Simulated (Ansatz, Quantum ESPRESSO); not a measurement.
**Equation of state of cubic perovskite BaZrO3**

How stiff is cubic perovskite BaZrO3 under hydrostatic load? Each row scales the relaxed cell evenly and relaxes the atoms. The symmetry of the cell is held, so distortions that would lower it, which this phase may prefer, aren't tested. The phase is followed to these pressures whether or not it stays the stable one.

Calculated with Ansatz 0.2.0, PBEsol, PAW files of the set soft_1, cutoff 600 eV, Fermi–Dirac smearing 0.02 eV, k-mesh 7×7×7, no spin polarisation, no spin-orbit coupling.

Reference cell, relaxed at zero pressure with PBEsol (Pm-3m): a = 4.1806 Å, b = 4.1806 Å, c = 4.1806 Å, α = 90.00°, β = 90.00°, γ = 90.00°.

```
atom       x       y       z
  Ba  0.0000  0.0000  0.0000
  Zr  0.5000  0.5000  0.5000
   O  0.5000  0.5000  0.0000
   O  0.5000  0.0000  0.5000
   O  0.0000  0.5000  0.5000
```

| V (Å³/atom) | V/V0 | P (GPa) | E − E0 (meV/atom) |
| --- | --- | --- | --- |
| 13.7369 | 0.9400 | 11.547 | 29.9 |
| 14.0292 | 0.9600 | 7.270 | 12.8 |
| 14.3215 | 0.9800 | 3.435 | 3.1 |
| 14.9060 | 1.0200 | −3.094 | 2.9 |
| 15.1983 | 1.0400 | −5.865 | 11.1 |

V0 = 14.6137 Å³ an atom, where the residual pressure P0 is −0.006 GPa. **Question.** Fit the Birch–Murnaghan law and give the pressure and the energy at V = 15.4905 Å³ an atom, a row left out above.

With the Eulerian strain f = ½[(V0/V)^(2/3) − 1] and F = (P − P0)/[3f(1 + 2f)^(5/2)], the third-order law is the line F = B0 + (3/2) B0 (B′ − 4) f.

```csv
f,F (GPa)
0.02106,164.97
0.01379,164.27
0.00678,163.62
−0.00656,162.22
−0.01291,161.56
```

A straight line through the 5 rows: the means are 0.004432 for f and 163.33 for F, Σ(Δx)² = 0.0007911 and ΣΔxΔy = 0.07964, so the slope is 0.07964/0.0007911 = 100.67 and the intercept 163.33 − (100.67)(0.004432) = 162.88.

Hence B0 = 162.9 GPa and B′ = 4 + (100.7)/(1.5 × 162.9) = 4.41. For the withheld volume f = −0.01905, F = 160.96 GPa and P = −8.35 GPa, an extrapolation past the fitted rows. The run itself gives −8.35 GPa, so the estimate misses by 0.00 GPa, a rounding's worth.

Integrating the same law gives E − E0 = (9/2) B0 V0 f²[1 + (B′ − 4) f] + P0(V0 − V), with 1 GPa Å³ = 6.2415 meV: 24.1 meV an atom. The run itself gives 24.1 meV, so the estimate misses by 0.0 meV, a rounding's worth.

The same fit over all rows at other levels or in other programs gives B0 = 164 GPa with PBEsol (Quantum ESPRESSO, GBRV).

[Logs are printed without paths, hosts, clocks, repeated set-up lines and the standing remarks that a program may print on its own settings, such as how far it seeks lower states.]
